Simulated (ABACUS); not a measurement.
# Ag (P6_3/mmc) in ABACUS: a series of runs

One crystal, Ag, is run at these levels: r2SCAN; tasks: equation of state.

Program: ABACUS 3.10.1. These are calculated values, not measurements. Logs are shortened: lines on timing, memory, paths and dates and some standing lists are left out, and cuts for length are marked.

### 1 Starting point

The structure is hexagonal, space group P6_3/mmc (No. 194). The conventional cell has a = 2.930 Å, b = 2.930 Å, c = 4.790 Å, α = 90.00°, β = 90.00°, γ = 120.00°. Around Ag (site symmetry -6m2) lie 12 Ag at 2.93 Å.

This isn't the form of Ag at room conditions, which is fcc.

### 2 Equation of state, r2SCAN, 16.74 Å³/atom (volume scaled by 0.94)

INPUT

```
INPUT_PARAMETERS
suffix              Ag
calculation         scf
basis_type          lcao
pseudo_dir          ./
orbital_dir         ./
latname             hexagonal
symmetry            1
dft_functional      MGGA_X_R2SCAN+MGGA_C_R2SCAN
ecutwfc             100
pseudo_rcut         7
nspin               1
nbands              23
ks_solver           genelpa
smearing_method     fd
smearing_sigma      0.00367493
scf_thr             1e-07
scf_nmax            100
mixing_type         broyden
mixing_beta         0.7
cal_force           1
cal_stress          1
mixing_tau          1
out_mul             1
```

STRU

```
ATOMIC_SPECIES
Ag 107.8682 Ag_ONCV_PBE-1.2.upf

NUMERICAL_ORBITAL
Ag_confined-atom_7au_3s2p2d1f.orb

LATTICE_CONSTANT
5.4238679205

LATTICE_PARAMETERS
1.6348122867

ATOMIC_POSITIONS
Direct

Ag
0.0
2
0.6666666667 0.3333333333 0.7500000000 1 1 1
0.3333333333 0.6666666667 0.2500000000 1 1 1
```

KPT

```
K_POINTS
0
Gamma
7 7 4 0 0 0
```

Potentials or basis: SG15 ONCV 1.2 PBE, DZP LCAO (the cutoffs set its grid).

The run is started by

```bash
OMP_NUM_THREADS=1 mpirun -np 4 abacus > log
```

running log:

```text
ABACUS v3.10.1

               Atomic-orbital Based Ab-initio Computation at UStc

 ------------------------------------------------------------------------------------

 READING GENERAL INFORMATION
                           global_out_dir = OUT.Ag/
                           global_in_card = INPUT
                               pseudo_dir = ./
                              orbital_dir = ./
                                    DSIZE = 4
                                    GSIZE = 1

 READING UNITCELL INFORMATION
                                    ntype = 1
                  lattice constant (Bohr) = 5.42387
              lattice constant (Angstrom) = 2.87019

 READING ATOM TYPE 1
                               atom label = Ag
                      L=0, number of zeta = 3
                      L=1, number of zeta = 2
                      L=2, number of zeta = 2
                      L=3, number of zeta = 1
             number of atom for this type = 2

                        TOTAL ATOM NUMBER = 2
DIRECT COORDINATES
    atom                   x                   y                   z     mag                  vx                  vy                  vz
taud_Ag1            0.6666666667        0.3333333333        0.7500000000  0.0000        0.0000000000        0.0000000000        0.0000000000
taud_Ag2            0.3333333333        0.6666666667        0.2500000000  0.0000        0.0000000000        0.0000000000        0.0000000000

                          Volume (Bohr^3) = 225.905
                             Volume (A^3) = 33.4756

 Lattice vectors: (Cartesian coordinate: in unit of a_0)
                   +1                  +0                  +0
                 -0.5           +0.866025                  +0
                   +0                  +0            +1.63481
 Reciprocal vectors: (Cartesian coordinate: in unit of 2 pi/a_0)
                   +1            +0.57735                  -0
                   -0             +1.1547                  -0
                   +0                  -0           +0.611691
 The esolver type has been set to : ksdft_lcao

                PAO radial cut off (Bohr) = 7

 Read in pseudopotential file is Ag_ONCV_PBE-1.2.upf
                     pseudopotential type = NC
          exchange-correlation functional = PBE
                 nonlocal core correction = 0
                        valence electrons = 19
                                     lmax = 2
                           number of zeta = 0
                     number of projectors = 6
                           L of projector = 0
                           L of projector = 0
                           L of projector = 1
                           L of projector = 1
                           L of projector = 2
[... 176 lines left out ...]
                  longest orb rcut (Bohr) = 7
   longest nonlocal projector rcut (Bohr) = 2.72
                     search radius (Bohr) = 19.4
              searching radius is (Bohr)) = 19.4
         searching radius unit is (Bohr)) = 5.42
                         PeriodicBoundary = 1
                        Radius(unit:lat0) = 3.58
                                   glayer = [ 6, 6, 4 ]
                             glayer_minus = [ 5, 5, 3 ]

Find the coordinate range of the input atom(unit:lat0).
                                  min_tau = [ -7.5, -4.04, -4.5 ]
                                  max_tau = [ 8, 4.91, 6.13 ]
                                BoxNumber = [ 11, 11, 7 ]

 SETUP EXTENDED REAL SPACE GRID FOR GRID INTEGRATION
                          real space grid = [ 36, 36, 60 ]
                 big cell numbers in grid = [ 9, 9, 20 ]
             meshcell numbers in big cell = [ 4, 4, 3 ]
                        extended fft grid = [ 14, 14, 16 ]
                dimension of extened grid = [ 38, 38, 53 ]
                            UnitCellTotal = 75
              Atom number in sub-FFT-grid = 2
    Local orbitals number in sub-FFT-grid = 52
                                ParaV.nnr = 76726
                                 init_chg = atomic

 LCAO ALGORITHM --------------- ION=   1  ELEC=   1--------------------------------

 Density error is 0.0243340945458
----------------------------------------------------------
     Energy           Rydberg                 eV
----------------------------------------------------------
 E_KohnSham     -575.2627776888      -7826.8516238745
 E_Harris       -571.8205476980      -7780.0176821737
 E_Fermi        1.3127811312         17.8613036110
----------------------------------------------------------
[... 80 lines left out ...]
 Density error is 6.61392424235e-08
----------------------------------------------------------
     Energy           Rydberg                 eV
----------------------------------------------------------
 E_KohnSham     -575.3229558218      -7827.6703893791
 E_KS(sigma->0) -575.3226697603      -7827.6664973128
 E_Harris       -575.3229447005      -7827.6702380657
 E_band         -35.0353507149       -476.6804011504
 E_one_elec     -218.7526261047      -2976.2821674881
 E_Hartree      129.2722836884       1758.8396516340
 E_xc           -54.4609232523       -740.9788745720
 E_Ewald        -431.3811180301      -5869.2412148204
 E_entropy(-TS) -0.0005721230        -0.0077841326
 E_descf        0.0000000000         0.0000000000
 E_exx          0.0000000000         0.0000000000
 E_Fermi        1.3557893389         18.4464602967
----------------------------------------------------------

 charge density convergence is achieved
 final etot is -7827.6703894 eV
 EFERMI = 18.446460297 eV

 STATE ENERGY(eV) AND OCCUPATIONS    NSPIN == 1
 1/24 kpoint (Cartesian) = 0.0000 0.0000 0.0000 (954 pws)
       1       -76.7035      0.0102041
       2       -76.6840      0.0102041
       3       -39.3138      0.0102041
       4       -39.1562      0.0102041
       5       -39.1562      0.0102041
       6       -39.1350      0.0102041
[... 140 lines left out ...]
      22        24.7933    9.11984e-57
      23        27.8695    1.73858e-83

[... levels at 18 further k points ...]

 correction force for each atom along direction 1 is 1.71597e-13
 correction force for each atom along direction 2 is -3.36509e-15
 correction force for each atom along direction 3 is 5.16887e-14
------------------------------------------------------------------------------------------
 TOTAL-FORCE (eV/Angstrom)
------------------------------------------------------------------------------------------
                       Ag1         0.0000000000         0.0000000000         0.0000000000
                       Ag2         0.0000000000         0.0000000000         0.0000000000
------------------------------------------------------------------------------------------

----------------------------------------------------------------
 TOTAL-STRESS (KBAR)
----------------------------------------------------------------
        26.7578245652        -0.0000000000         0.0000000000
         0.0000000000        26.7578245652        -0.0000000000
         0.0000000000        -0.0000000000        34.0198957516
----------------------------------------------------------------
 TOTAL-PRESSURE: 29.178515 KBAR

 --------------------------------------------
 !FINAL_ETOT_IS -7827.6703893791082010 eV
 --------------------------------------------
```

mulliken.txt:

```text
 0
CALCULATE THE MULLIkEN ANALYSIS FOR EACH ATOM
 Total charge:	38
Decomposed Mulliken populations
0                             Zeta of Ag              Spin 1
s                                      0              1.9967
[... 71 lines left out ...]
SUM OVER M+Zeta                                       9.7518

fz^3                                   0              0.0058
fxz^2                                  0              0.0059
fyz^2                                  0              0.0058
fzx^2-zy^2                             0              0.0042
fxyz                                   0              0.0061
fx^3-3*xy^2                            0              0.0060
f3yx^2-y^3                             0              0.0055
SUM OVER M                                            0.0393
SUM OVER M+Zeta                                       0.0393

SUM OVER M+Zeta+L                                    19.0000

Total Charge on atom:                 Ag             19.0000
```

Run time: 13 s. Hardware: 4 MPI ranks of Intel Xeon 6975P-C (Granite Rapids), shared host; peak memory 0.4 GiB.

What came out:

```
Free energy            : -7827.6704 eV
Pressure               : 2.9 GPa
Band gap on the k mesh : none (metal or under the smearing width)
```

Caveat: the k mesh is coarse (spacing up to 0.36 Å⁻¹), so the values aren't converged; the atomic orbitals were generated for these runs and aren't a published set; the potentials were made for another functional, which shifts forces and pressure; the basis of atomic orbitals isn't converged, which shifts pressures, moduli and gaps.

### 3 Equation of state, r2SCAN, 17.45 Å³/atom (volume scaled by 0.98)

INPUT is that of step 2.

STRU, as its differences from that of step 2:

```diff
@@ -7,6 +7,6 @@
 LATTICE_CONSTANT
-5.4238679205
+5.4997360393
 
 LATTICE_PARAMETERS
-1.6348122867
+1.6348122866
```

KPT is that of step 2.

Potentials or basis: SG15 ONCV 1.2 PBE, DZP LCAO (the cutoffs set its grid).

The run is started by

```bash
OMP_NUM_THREADS=1 mpirun -np 4 abacus > log
```

Wall time 14 s (4 MPI ranks of Intel Xeon 6975P-C (Granite Rapids), shared host); peak memory 0.44 GiB.

Results (log left out):

```yaml
Free_energy: -7827.6755 eV
Pressure: -1.6 GPa
Band_gap_on_the_k_mesh: none (metal or under the smearing width)
```

Caveat: the atomic orbitals were generated for these runs and aren't a published set; the potentials were made for another functional, which shifts forces and pressure; the basis of atomic orbitals isn't converged, which shifts pressures, moduli and gaps.

### 4 Equation of state, r2SCAN, 18.16 Å³/atom (volume scaled by 1.02)

INPUT is that of step 3.

STRU, as its differences from that of step 3:

```diff
@@ -7,6 +7,6 @@
 LATTICE_CONSTANT
-5.4997360393
+5.5735668094
 
 LATTICE_PARAMETERS
-1.6348122866
+1.6348122867
```

KPT is that of step 3.

The run is started by

```bash
OMP_NUM_THREADS=1 mpirun -np 4 abacus > log
```

Run time: 12 s. Hardware: 4 MPI ranks of Intel Xeon 6975P-C (Granite Rapids), shared host; peak memory 0.4 GiB.

It converged, with:

```yaml
Free_energy: -7827.6451 eV
Pressure: -5.1 GPa
Band_gap_on_the_k_mesh: none (metal or under the smearing width)
```

Caveat: the atomic orbitals were generated for these runs and aren't a published set; the potentials were made for another functional, which shifts forces and pressure; the basis of atomic orbitals isn't converged, which shifts pressures, moduli and gaps.

### 5 Equation of state, r2SCAN, 18.87 Å³/atom (volume scaled by 1.06)

INPUT is that of step 4.

STRU, as its differences from that of step 4:

```diff
@@ -7,3 +7,3 @@
 LATTICE_CONSTANT
-5.5735668094
+5.6454917335
```

KPT is that of step 4.

The run is started by

```bash
OMP_NUM_THREADS=1 mpirun -np 4 abacus > log
```

Run time: 12 s. Hardware: 4 MPI ranks of Intel Xeon 6975P-C (Granite Rapids), shared host; peak memory 0.4 GiB.

Results (log left out):

```yaml
Free_energy: -7827.5879 eV
Pressure: -7.7 GPa
Band_gap_on_the_k_mesh: none (metal or under the smearing width)
```

Caveat: the atomic orbitals were generated for these runs and aren't a published set; the potentials were made for another functional, which shifts forces and pressure; the basis of atomic orbitals isn't converged, which shifts pressures, moduli and gaps.

### 6 Equation of state, r2SCAN

Potentials or basis: SG15 ONCV 1.2 PBE, DZP LCAO (the cutoffs set its grid).

No new run: the results of the series are fitted here.

Results:

```
Equilibrium volume                        : 17.18 Å³/atom
Bulk modulus at fixed shape and positions : 106 GPa
Pressure derivative of the bulk modulus   : 5.6 (rough: it moves with the points fitted)
```

Energy against volume, from the lowest point:
| volume (Å³/atom) | energy (meV/atom) |
| --- | --- |
| 16.738 | 2.55 |
| 17.450 | 0.00 |
| 18.162 | 15.17 |
| 18.875 | 43.79 |

Caveat: the atomic orbitals were generated for these runs and aren't a published set; the cell was scaled at fixed shape and fractional positions, which overstates the stiffness of a crystal with free parameters, most of all of layers and chains; the potentials were made for another functional, which shifts forces and pressure; the basis of atomic orbitals isn't converged, which shifts pressures, moduli and gaps.
